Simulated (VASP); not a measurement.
# CoSi (Pm-3m) in VASP: a series of runs, part 9 of 9

VASP 6.6.1.

### 113 Equation of state, PBEsol, collinear spin, ferromagnetic start, 11.08 Å³/atom

INCAR reads:

```
PREC = Accurate
ENCUT = 550
EDIFF = 1E-7
ISMEAR = 1
SIGMA = 0.15
LREAL = Auto
LASPH = True
NELM = 100
ALGO = Normal
ISIF = 2
LWAVE = False
LCHARG = False
ISPIN = 2
MAGMOM = 2 0
LORBIT = 11
LMAXMIX = 4
GGA = PS
ADDGRID = False
```

KPOINTS reads:

```
Automatic mesh
0
Gamma
  15 15 15
```

POSCAR reads:

```
CoSi
1.0
    2.8088737514      0.0000000000      0.0000000000
    0.0000000000      2.8088737514      0.0000000000
    0.0000000000      0.0000000000      2.8088737514
Co Si
1 1
Direct
    0.0000000000      0.0000000000      0.0000000000
    0.5000000000      0.5000000000      0.5000000000
```

On the command line:

```bash
$ cat potpaw_PBE.64/Co/POTCAR potpaw_PBE.64/Si/POTCAR > POTCAR
$ mpirun -np 1 vasp_std > vasp.out
```

It took 37 s on 1 thread of Intel Xeon 6975P-C (Granite Rapids), shared host; peak memory 0.17 GiB.

These settings aren't checked as converged: the numbers below hold their error.

What came out:

```yaml
Free_energy: -14.4984 eV
Pressure: -12.0 GPa
Band_gap_on_the_k_mesh: none (metal or under the smearing width)
Net_moment: 0.56 μB per cell
Site_moments: Co +0.57; Si +0.01 μB
Valence_electrons_inside_the_program's_atomic_spheres: Co 8.54; Si 1.55
```

Caveat: the PAW data sets were made with another functional, which shifts forces and pressure a little.

### 114 Equation of state, PBEsol, collinear spin, ferromagnetic start, 10.44 Å³/atom

INCAR, as its differences from that of step 113:

```diff
@@ -2,6 +2,6 @@
 ENCUT = 550
-EDIFF = 1E-7
+EDIFF = 1E-5
 ISMEAR = 1
 SIGMA = 0.15
-LREAL = Auto
+LREAL = False
 LASPH = True
```

KPOINTS is that of step 113.

POSCAR reads:

```
CoSi
1.0
    2.7532377962      0.0000000000      0.0000000000
    0.0000000000      2.7532377962      0.0000000000
    0.0000000000      0.0000000000      2.7532377962
Co Si
1 1
Direct
    0.0000000000      0.0000000000      0.0000000000
    0.5000000000      0.5000000000      0.5000000000
```

Potentials or basis: VASP PAW PBE potentials, release 64 (Co, Si).

On the command line:

```bash
$ cat potpaw_PBE.64/Co/POTCAR potpaw_PBE.64/Si/POTCAR > POTCAR
$ mpirun -np 1 vasp_std > vasp.out
```

It took 17 s on 1 thread of Intel Xeon 6975P-C (Granite Rapids), shared host; peak memory 0.18 GiB.

The run converged, but some of its settings lie outside the range that counts as converged, so its numbers aren't taken as properties of the crystal.

Results:

| Quantity | Value |
| --- | --- |
| Free energy | -14.5478 eV |
| Pressure | 0.3 GPa |
| Band gap on the k mesh | none (metal or under the smearing width) |
| Net moment | 0.49 μB per cell |
| Site moments | Co +0.48; Si +0.01 μB |
| Valence electrons inside the program's atomic spheres | Co 8.70; Si 1.59 |

Caveat: the PAW data sets were made with another functional, which shifts forces and pressure a little.

### 115 Equation of state, PBEsol, collinear spin, ferromagnetic start, 11.08 Å³/atom

INCAR is that of step 114.

KPOINTS is that of step 114.

POSCAR reads:

```
CoSi
1.0
    2.8088737514      0.0000000000      0.0000000000
    0.0000000000      2.8088737514      0.0000000000
    0.0000000000      0.0000000000      2.8088737514
Co Si
1 1
Direct
    0.0000000000      0.0000000000      0.0000000000
    0.5000000000      0.5000000000      0.5000000000
```

On the command line:

```bash
$ cat potpaw_PBE.64/Co/POTCAR potpaw_PBE.64/Si/POTCAR > POTCAR
$ mpirun -np 1 vasp_std > vasp.out
```

It took 16 s on 1 thread of Intel Xeon 6975P-C (Granite Rapids), shared host; peak memory 0.18 GiB.

These settings aren't checked as converged: the numbers below hold their error.

What came out:

- Free energy: -14.4973 eV
- Pressure: -11.7 GPa
- Band gap on the k mesh: none (metal or under the smearing width)
- Net moment: 0.57 μB per cell
- Site moments: Co +0.57; Si +0.01 μB
- Valence electrons inside the program's atomic spheres: Co 8.54; Si 1.55

Caveat: the PAW data sets were made with another functional, which shifts forces and pressure a little.

### 116 Equation of state, PBEsol, collinear spin, ferromagnetic start, 10.44 Å³/atom

INCAR, as its differences from that of step 115:

```diff
@@ -1,4 +1,4 @@
 PREC = Accurate
-ENCUT = 550
-EDIFF = 1E-5
+ENCUT = 900
+EDIFF = 1E-7
 ISMEAR = 1
```

KPOINTS reads:

```
Automatic mesh
0
Gamma
  12 12 12
```

POSCAR reads:

```
CoSi
1.0
    2.7532377962      0.0000000000      0.0000000000
    0.0000000000      2.7532377962      0.0000000000
    0.0000000000      0.0000000000      2.7532377962
Co Si
1 1
Direct
    0.0000000000      0.0000000000      0.0000000000
    0.5000000000      0.5000000000      0.5000000000
```

On the command line:

```bash
$ cat potpaw_PBE.64/Co/POTCAR potpaw_PBE.64/Si/POTCAR > POTCAR
$ mpirun -np 1 vasp_std > vasp.out
```

Run time: 31 s. Hardware: 1 thread of Intel Xeon 6975P-C (Granite Rapids), shared host; peak memory 0.22 GiB.

These settings aren't checked as converged: the numbers below hold their error.

Results:

| Property | Result |
| --- | --- |
| Free energy | -14.5480 eV |
| Pressure | -0.4 GPa |
| Band gap on the k mesh | none (metal or under the smearing width) |
| Net moment | 0.45 μB per cell |
| Site moments | Co +0.45; Si +0.01 μB |
| Valence electrons inside the program's atomic spheres | Co 8.70; Si 1.58 |

Caveat: the PAW data sets were made with another functional, which shifts forces and pressure a little.

### 117 Equation of state, PBEsol, collinear spin, ferromagnetic start, 11.08 Å³/atom

INCAR is that of step 116.

KPOINTS is that of step 116.

POSCAR reads:

```
CoSi
1.0
    2.8088737514      0.0000000000      0.0000000000
    0.0000000000      2.8088737514      0.0000000000
    0.0000000000      0.0000000000      2.8088737514
Co Si
1 1
Direct
    0.0000000000      0.0000000000      0.0000000000
    0.5000000000      0.5000000000      0.5000000000
```

Potentials or basis: VASP PAW PBE potentials, release 64 (Co, Si).

On the command line:

```bash
$ cat potpaw_PBE.64/Co/POTCAR potpaw_PBE.64/Si/POTCAR > POTCAR
$ mpirun -np 1 vasp_std > vasp.out
```

Run time: 32 s. Hardware: 1 thread of Intel Xeon 6975P-C (Granite Rapids), shared host; peak memory 0.23 GiB.

These settings aren't checked as converged: the numbers below hold their error.

What came out:

```yaml
Free_energy: -14.4954 eV
Pressure: -11.6 GPa
Band_gap_on_the_k_mesh: none (metal or under the smearing width)
Net_moment: 0.60 μB per cell
Site_moments: Co +0.59; Si +0.02 μB
Valence_electrons_inside_the_program's_atomic_spheres: Co 8.54; Si 1.56
```

Caveat: the PAW data sets were made with another functional, which shifts forces and pressure a little.

### 118 Equation of state, PBEsol, collinear spin, ferromagnetic start, 10.44 Å³/atom

INCAR, as its differences from that of step 117:

```diff
@@ -1,3 +1,3 @@
 PREC = Accurate
-ENCUT = 900
+ENCUT = 450
 EDIFF = 1E-7
```

KPOINTS reads:

```
Automatic mesh
0
Gamma
  17 17 17
```

POSCAR reads:

```
CoSi
1.0
    2.7532377962      0.0000000000      0.0000000000
    0.0000000000      2.7532377962      0.0000000000
    0.0000000000      0.0000000000      2.7532377962
Co Si
1 1
Direct
    0.0000000000      0.0000000000      0.0000000000
    0.5000000000      0.5000000000      0.5000000000
```

On the command line:

```bash
$ cat potpaw_PBE.64/Co/POTCAR potpaw_PBE.64/Si/POTCAR > POTCAR
$ mpirun -np 1 vasp_std > vasp.out
```

Wall time 23 s (1 thread of Intel Xeon 6975P-C (Granite Rapids), shared host); peak memory 0.17 GiB.

These settings aren't checked as converged: the numbers below hold their error.

What came out:

```yaml
Free_energy: -14.5485 eV
Pressure: -0.1 GPa
Band_gap_on_the_k_mesh: none (metal or under the smearing width)
Net_moment: 0.48 μB per cell
Site_moments: Co +0.47; Si +0.01 μB
Valence_electrons_inside_the_program's_atomic_spheres: Co 8.70; Si 1.59
```

Caveat: the PAW data sets were made with another functional, which shifts forces and pressure a little.

### 119 Equation of state, PBEsol, collinear spin, ferromagnetic start, 11.08 Å³/atom

INCAR is that of step 118.

KPOINTS is that of step 118.

POSCAR reads:

```
CoSi
1.0
    2.8088737514      0.0000000000      0.0000000000
    0.0000000000      2.8088737514      0.0000000000
    0.0000000000      0.0000000000      2.8088737514
Co Si
1 1
Direct
    0.0000000000      0.0000000000      0.0000000000
    0.5000000000      0.5000000000      0.5000000000
```

On the command line:

```bash
$ cat potpaw_PBE.64/Co/POTCAR potpaw_PBE.64/Si/POTCAR > POTCAR
$ mpirun -np 1 vasp_std > vasp.out
```

It took 25 s on 1 thread of Intel Xeon 6975P-C (Granite Rapids), shared host; peak memory 0.17 GiB.

The run converged, but some of its settings lie outside the range that counts as converged, so its numbers aren't taken as properties of the crystal.

What came out:

- Free energy: -14.4978 eV
- Pressure: -12.0 GPa
- Band gap on the k mesh: none (metal or under the smearing width)
- Net moment: 0.55 μB per cell
- Site moments: Co +0.56; Si +0.01 μB
- Valence electrons inside the program's atomic spheres: Co 8.54; Si 1.56

Caveat: the PAW data sets were made with another functional, which shifts forces and pressure a little.

### 120 Equation of state, PBEsol, collinear spin, ferromagnetic start, 10.44 Å³/atom

INCAR, as its differences from that of step 119:

```diff
@@ -1,3 +1,3 @@
 PREC = Accurate
-ENCUT = 450
+ENCUT = 700
 EDIFF = 1E-7
```

KPOINTS reads:

```
Automatic mesh
0
Gamma
  15 15 15
```

POSCAR reads:

```
CoSi
1.0
    2.7532377962      0.0000000000      0.0000000000
    0.0000000000      2.7532377962      0.0000000000
    0.0000000000      0.0000000000      2.7532377962
Co Si
1 1
Direct
    0.0000000000      0.0000000000      0.0000000000
    0.5000000000      0.5000000000      0.5000000000
```

Potentials or basis: VASP PAW PBE potentials, release 64 (Co, Si).

On the command line:

```bash
$ cat potpaw_PBE.64/Co/POTCAR potpaw_PBE.64/Si/POTCAR > POTCAR
$ mpirun -np 1 vasp_std > vasp.out
```

Wall time 22 s (1 thread of Intel Xeon 6975P-C (Granite Rapids), shared host); peak memory 0.2 GiB.

The run converged, but some of its settings lie outside the range that counts as converged, so its numbers aren't taken as properties of the crystal.

What came out:

* Free energy: -14.5478 eV
* Pressure: 0.1 GPa
* Band gap on the k mesh: none (metal or under the smearing width)
* Net moment: 0.49 μB per cell
* Site moments: Co +0.48; Si +0.01 μB
* Valence electrons inside the program's atomic spheres: Co 8.70; Si 1.59

Caveat: the PAW data sets were made with another functional, which shifts forces and pressure a little.

### 121 Equation of state, PBEsol, collinear spin, ferromagnetic start, 11.08 Å³/atom

INCAR is that of step 120.

KPOINTS is that of step 120.

POSCAR reads:

```
CoSi
1.0
    2.8088737514      0.0000000000      0.0000000000
    0.0000000000      2.8088737514      0.0000000000
    0.0000000000      0.0000000000      2.8088737514
Co Si
1 1
Direct
    0.0000000000      0.0000000000      0.0000000000
    0.5000000000      0.5000000000      0.5000000000
```

On the command line:

```bash
$ cat potpaw_PBE.64/Co/POTCAR potpaw_PBE.64/Si/POTCAR > POTCAR
$ mpirun -np 1 vasp_std > vasp.out
```

It took 22 s on 1 thread of Intel Xeon 6975P-C (Granite Rapids), shared host; peak memory 0.2 GiB.

The run converged, but some of its settings lie outside the range that counts as converged, so its numbers aren't taken as properties of the crystal.

What came out:

```
Free energy                                           : -14.4973 eV
Pressure                                              : -12.0 GPa
Band gap on the k mesh                                : none (metal or under the smearing width)
Net moment                                            : 0.56 μB per cell
Site moments                                          : Co +0.57; Si +0.01 μB
Valence electrons inside the program's atomic spheres : Co 8.54; Si 1.55
```

Caveat: the PAW data sets were made with another functional, which shifts forces and pressure a little.

### 122 Equation of state, PBEsol, collinear spin, ferromagnetic start, 10.44 Å³/atom

INCAR, as its differences from that of step 121:

```diff
@@ -1,3 +1,3 @@
 PREC = Accurate
-ENCUT = 700
+ENCUT = 550
 EDIFF = 1E-7
```

KPOINTS reads:

```
Automatic mesh
0
Gamma
  17 17 17
```

POSCAR reads:

```
CoSi
1.0
    2.7532377962      0.0000000000      0.0000000000
    0.0000000000      2.7532377962      0.0000000000
    0.0000000000      0.0000000000      2.7532377962
Co Si
1 1
Direct
    0.0000000000      0.0000000000      0.0000000000
    0.5000000000      0.5000000000      0.5000000000
```

On the command line:

```bash
$ cat potpaw_PBE.64/Co/POTCAR potpaw_PBE.64/Si/POTCAR > POTCAR
$ mpirun -np 1 vasp_std > vasp.out
```

Wall time 26 s (1 thread of Intel Xeon 6975P-C (Granite Rapids), shared host); peak memory 0.2 GiB.

These settings aren't checked as converged: the numbers below hold their error.

Results:

```yaml
Free_energy: -14.5482 eV
Pressure: -0.1 GPa
Band_gap_on_the_k_mesh: none (metal or under the smearing width)
Net_moment: 0.48 μB per cell
Site_moments: Co +0.47; Si +0.01 μB
Valence_electrons_inside_the_program's_atomic_spheres: Co 8.70; Si 1.59
```

Caveat: the PAW data sets were made with another functional, which shifts forces and pressure a little.

### 123 Equation of state, PBEsol, collinear spin, ferromagnetic start, 11.08 Å³/atom

INCAR is that of step 122.

KPOINTS is that of step 122.

POSCAR reads:

```
CoSi
1.0
    2.8088737514      0.0000000000      0.0000000000
    0.0000000000      2.8088737514      0.0000000000
    0.0000000000      0.0000000000      2.8088737514
Co Si
1 1
Direct
    0.0000000000      0.0000000000      0.0000000000
    0.5000000000      0.5000000000      0.5000000000
```

Potentials or basis: VASP PAW PBE potentials, release 64 (Co, Si).

On the command line:

```bash
$ cat potpaw_PBE.64/Co/POTCAR potpaw_PBE.64/Si/POTCAR > POTCAR
$ mpirun -np 1 vasp_std > vasp.out
```

Wall time 27 s (1 thread of Intel Xeon 6975P-C (Granite Rapids), shared host); peak memory 0.2 GiB.

The run converged, but some of its settings lie outside the range that counts as converged, so its numbers aren't taken as properties of the crystal.

Results:

* Free energy: -14.4975 eV
* Pressure: -11.9 GPa
* Band gap on the k mesh: none (metal or under the smearing width)
* Net moment: 0.55 μB per cell
* Site moments: Co +0.56; Si +0.01 μB
* Valence electrons inside the program's atomic spheres: Co 8.54; Si 1.56

Caveat: the PAW data sets were made with another functional, which shifts forces and pressure a little.

### 124 The reference run

An earlier run on the cell as given: functional PBE; potentials or basis VASP PAW PBE potentials, release 64 (Co, Si); cutoff 520 eV; k mesh 10 × 10 × 10; occupations fermi-dirac, width 0.05 eV; collinear spin, ferromagnetic start; starting moments [2.0, 0.0] μB.

- Pressure: 0.6 GPa
- Band gap on the k mesh: none (metal or under the smearing width)
- Net moment: 0.54 μB per cell
- Site moments: Co +0.54; Si +0.01 μB
- Valence electrons inside the program's atomic spheres: Co 8.61; Si 1.57
